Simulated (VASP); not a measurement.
A run of VASP 6.6.1 is set up as follows.

Contents of INCAR:

```
SYSTEM = ZnS
PREC = Accurate ; ENCUT = 520
EDIFF = 1E-6 ; ISMEAR = 0
SIGMA = 0.1 ; LREAL = .FALSE.
LASPH = .TRUE. ; NELM = 100
ALGO = Fast ; ISIF = 2
LWAVE = .FALSE. ; LCHARG = .FALSE.
GGA = PS ; NBANDS = 46
```

File KPOINTS:

```
regular mesh
0
G
  6 6 6
  0 0 0
```

The input POSCAR:

```
ZnS
1.0
    1.9040021743      1.0992761679     12.4576209551
   -1.9040021743      1.0992761679     12.4576209551
    0.0000000000     -2.1985523357     12.4576209551
Zn S
4 4
Direct
    0.5833499500      0.5833499500      0.5833499500
    0.9999479000      0.9999479000      0.9999479000
    0.4166097700      0.4166097700      0.4166097700
    0.1666842100      0.1666842100      0.1666842100
    0.3540826500      0.3540826500      0.3540826500
    0.1041633400      0.1041633400      0.1041633400
    0.5209004700      0.5209004700      0.5209004700
    0.9374947100      0.9374947100      0.9374947100
```

Potentials or basis: VASP PAW PBE potentials, release 64 (Zn, S).

Command:

```bash
$ cat potpaw_PBE.64/Zn/POTCAR potpaw_PBE.64/S/POTCAR > POTCAR
$ mpirun -np 1 vasp_std > vasp.out
```

Question: Estimate the largest force.

Answer: 0.012 eV/Å.

Question: Predict the pressure.

Answer: -1.0 GPa.

Question: Estimate the band gap on the k mesh.

Answer: 2.05 eV, direct.

Forces on the atoms (eV/Å):
```
Zn   0.000  0.000 -0.002
Zn   0.000  0.000 -0.012
Zn   0.000  0.000 -0.010
Zn   0.000  0.000  0.000
S    0.000  0.000  0.002
S    0.000  0.000  0.004
S    0.000  0.000  0.012
S    0.000  0.000  0.006
```

Caveat: the PAW data sets were made with another functional, which shifts forces and pressure a little. PBEsol gaps usually lie below the measured ones, often by a third to a half.
